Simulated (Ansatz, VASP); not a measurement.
**Ir in VASP and in Ansatz**

```
Ir
1.0
     0.00000    1.88971    1.88971
     1.88971    0.00000    1.88971
     1.88971    1.88971    0.00000
Ir
1
Direct
  0.00000 0.00000 0.00000
```

Change from the starting cell: volume scaled by 0.96.

Alike in both runs: task single point; functional PBEsol; k mesh 12 × 12 × 12; occupations fermi-dirac, width 0.05 eV; no spin polarisation.

```csv
,VASP,Ansatz
version,VASP 6.6.1,Ansatz 0.2.0
potentials or method,"VASP PAW PBE potentials, release 64 (Ir), cutoff 520 eV","all-electron LAPW, scalar-relativistic"
```

Ansatz gave:

- gap on the k mesh at the Fermi level (eV): none
- pressure (GPa): 16.6

Question: Which values does VASP return?

Answer: gap on the k mesh at the Fermi level (eV): none; pressure (GPa): 17.8.

A gap of «none» marks a metal or a gap that the smearing closes. Ansatz ran all-electron here, so the differences hold the error of VASP's frozen core and of both bases.

Caveats: so large a pressure means that the cell lies far from this level's equilibrium, or that cutoff or potentials fall short (VASP); the potentials were made for another functional, which shifts forces and pressure (VASP). The runs have no spin-orbit coupling, so splittings on Ir are missing.
